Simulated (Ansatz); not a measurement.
An Ansatz input:

```yaml
crystal:
  lattice:
    - [-4.0915175433, 4.0457569113, 1.6488506401]
    - [4.0457569113, -4.0915175433, 1.6488506401]
    - [2.2689338764, 2.2689338764, -1.7326613214]
  atoms:
    - { symbol: Tl, position: [0.9989502929, 0.0010497071, 0.0] }
    - { symbol: Tl, position: [0.7510497071, 0.2489502929, 0.5] }
hamiltonian:
  xc: r2scan
  pseudopotentials:
    kind: paw_fr
    azcp:
      Tl: "pseudopotentials/Tl.paw.azcp"
basis:
  ecutwfc: 500
  fft_grid_basis: typed
kpoints:
  mp_grid: { grid: [11, 11, 10], shift: [0, 0, 0] }
magnetization:
  noncollinear: true
  spin_orbit: true
scf:
  occupations: { method: fermi_dirac, width: 0.1 }
```

and its output:

```
Engine: ansatz 0.2.0, x86_64-unknown-linux-gnu
Pseudopotentials: kind: paw_fr
Pseudopotential: Tl, paw_fr, valence charge 13, recommended cutoff 500 eV (meta_gga) 
Functional definition: r2SCAN
  parameter k0 = 0.174
  parameter k1 = 0.065
  parameter a1 = 4.9479
  exchange = r2scan_x(k0 = k0, k1 = k1, a1 = a1)
  correlation = r2scan_c
non-collinear run that drives no moment, with spin-orbit: no starting moment large enough to seed its density (crystal.atoms[].spin), no starting occupations that ask for one, no magnetisation constraint and no magnetic field, so the semilocal B_xc is pinned to zero
Crystal: 2 atoms, lattice volume = 60.240 Å³
Basis set: ecut = 500 eV, 1513 PW (Γ), exchange–correlation on 180×180×108 points (64 copies of the dense FFT grid, shifted against one another)
Bands: 34, of which v1, the nominal top of the filled ones, is band 26 counted from 1 (25 counted from 0)
Symmetry: 4 space group operations + 4 with time reversal
Magnetic group: BNS 15.86 (UNI 93), of the structure as read, at distance tolerance 3.9e-5 Å
k-points: 336 of 1210
Projection manifold: j_resolved (fully-relativistic pseudo-atomic orbitals)
Non-local potential: Tl, projectors of the file, l = 0: 2, l = 1: 4, l = 2: 4, l = 3: 2
PAW form: soft (Blöchl's): semilocal exchange-correlation on the pseudo side does not see the compensation charge
PAW frozen core: Tl, regenerated for the run's functional (the file was generated under x = pbe(κ = 0.804, μ = 0.2195149727645171), c = pbe(β = 0.06672455060314922))
PAW one-centre angular grid: Tl, 590 points (default); XC on 273 of its mesh's 2893 points in the sphere
Initial density: superposition of atomic densities (chi_scale 0.1, normalization cell)
Initial wavefunctions: pseudopotential atomic-orbital guess
Functional: x = r2scan, c = r2scan; τ floored in thin density (d = 2e-4 eV/Å³)
iter 1 solved again at ethr=1.41e-4 eV; its pass at ethr=3.10e-3 eV (dr2=3.66e-2 eV) is discarded
SCF iter   1: F=—  HF=-22851.350106 eV  |F-HF|=—  |Δ(HF+E_count)|=         —  Δρ=9.20e-3  dr2=3.86e-2  dr2_τ=1.07e-3  dr2_m=0.00e0 (ungated)  ethr=1.41e-4  |M|=0.00e0 ∫|m|=0.00e0 μB  |m|>n=0.0e0 m-floor=0.0e0 τ_xc=0.0e0  β_m=0.30  ⟨swp⟩=1.1  Hψ=35878  notcnv=0
spin=Noncollinear: Kerker preconditioning applied to the charge; magnetization (m_x, m_y, m_z) channels mix plain (no charge-response kernel on spin).
SCF iter   2: F=—  HF=-22851.350894 eV  |F-HF|=—  |Δ(HF+E_count)|=   7.88e-4  Δρ=7.19e-3  dr2=2.27e-2  dr2_τ=1.71e-4  dr2_m=0.00e0 (ungated)  ethr=1.41e-4  |M|=0.00e0 ∫|m|=0.00e0 μB  |m|>n=0.0e0 m-floor=0.0e0 τ_xc=0.0e0  β_m=0.65  ⟨swp⟩=1.0  Hψ=5712  notcnv=0
SCF iter   3: F=—  HF=-22851.356264 eV  |F-HF|=—  |Δ(HF+E_count)|=   5.37e-3  Δρ=1.10e-3  dr2=7.45e-4  dr2_τ=1.79e-5  dr2_m=0.00e0 (ungated)  ethr=8.73e-5  |M|=0.00e0 ∫|m|=0.00e0 μB  |m|>n=0.0e0 m-floor=0.0e0 τ_xc=0.0e0  β_m=0.75  ⟨swp⟩=3.0  Hψ=10323  notcnv=0
SCF iter   4: F=—  HF=-22851.356830 eV  |F-HF|=—  |Δ(HF+E_count)|=   5.66e-4  Δρ=3.86e-4  dr2=7.34e-5  dr2_τ=1.05e-6  dr2_m=0.00e0 (ungated)  ethr=2.87e-6  |M|=0.00e0 ∫|m|=0.00e0 μB  |m|>n=0.0e0 m-floor=0.0e0 τ_xc=0.0e0  β_m=0.87  ⟨swp⟩=3.0  Hψ=10351  notcnv=0
SCF iter   5: F=—  HF=-22851.356929 eV  |F-HF|=—  |Δ(HF+E_count)|=   9.87e-5  Δρ=6.82e-5  dr2=3.40e-6  dr2_τ=2.45e-8  dr2_m=0.00e0 (ungated)  ethr=2.82e-7  |M|=0.00e0 ∫|m|=0.00e0 μB  |m|>n=0.0e0 m-floor=0.0e0 τ_xc=0.0e0  β_m=0.94  ⟨swp⟩=2.0  Hψ=10094  notcnv=0
SCF iter   6: F=—  HF=-22851.356933 eV  |F-HF|=—  |Δ(HF+E_count)|=   4.62e-6  Δρ=1.71e-5  dr2=3.24e-7  dr2_τ=1.60e-9  dr2_m=0.00e0 (ungated)  ethr=1.31e-8  |M|=0.00e0 ∫|m|=0.00e0 μB  |m|>n=0.0e0 m-floor=0.0e0 τ_xc=0.0e0  β_m=0.97  ⟨swp⟩=2.2  Hψ=9336  notcnv=0
SCF iter   7: F=-22851.356934 eV  HF=-22851.356934 eV  |F-HF|=1.05e-8  |Δ(HF+E_count)|=   2.02e-7  Δρ=6.22e-6  dr2=4.05e-8  dr2_τ=1.49e-10  dr2_m=0.00e0 (ungated)  ethr=3.85e-10  |M|=0.00e0 ∫|m|=0.00e0 μB  |m|>n=0.0e0 m-floor=0.0e0 τ_xc=0.0e0  ⟨swp⟩=2.3  Hψ=11580  notcnv=0
SCF 1 converged in 7 iterations: F = -22851.356934 eV  dr2 = 4.05e-8
SCF converged after 7 iterations
Magnetization: |M| = 0.0000 μB,  M = (+0.0000, +0.0000, +0.0000) μB
Absolute magnetization: 0.0000 μB (∫|m|)
  site 0: m = (+0.0000, +0.0000, +0.0000) μB, |m| = 0.0000 μB  (R = 1.36 Å)
  site 1: m = (+0.0000, +0.0000, +0.0000) μB, |m| = 0.0000 μB  (R = 1.36 Å)
Free energy (F): -22851.356934 eV
Harris-Foulkes:  -22851.356934 eV  (|F-HF|=1.05e-8)
Internal energy: -22851.318355 eV  (E = F + TS)
E sigma→0 (E₀):  -22851.337644 eV
Entropy (-TS):   -0.038579 eV (-19.289 meV/atom)
Fermi energy:    9.469666 eV
--- Per-component energies (eV) ---
  E_band       = -15.255259
  E_kinetic    = 669.527836
  E_local      = -1818.228286  (includes V_loc(G=0)·N_el)
  E_nonlocal   = 632.945519
  E_hartree    = 674.290214
  E_xc         = -436.441124
  E_vxc        = -313.431720  (∫ρ·V_xc dr)
  E_paw        = -20319.478604  (= ΣΔE_a)
  E_vpaw       = -558.829843  (= ΣTr[D̂ρ^β])
  E_aug_tail   = 0.000036  (compensation charges beyond the density's cutoff)
  E_vtau       = 24.179942  (kinetic-family band-sum trace: ∫τ·v_τ [+ j·A + Jᵃ·Aᵃ] dr)
  E_ewald      = -2255.950784
  E_core_change = 2.016839  (= ΣΔE_core)
  E_smearing   = -0.038579  (= −TS)
  E_closure    = -0.000000  (closes the sum)
  Σ components = -22851.356934   (vs F -22851.356934, Δ=0.00e0)
```

Command:

```sh
ansatz run input.yaml --threads 1 --pin off --max-ram 3584MiB --backend cpu --events-out ev --progress --plain --runs-dir out
```

On 1 thread of Intel(R) Xeon(R) Platinum 8259CL CPU @ 2.50GHz (Skylake/Cascade Lake) (shared host) this took about 210 s of wall time and 210 s of CPU time.
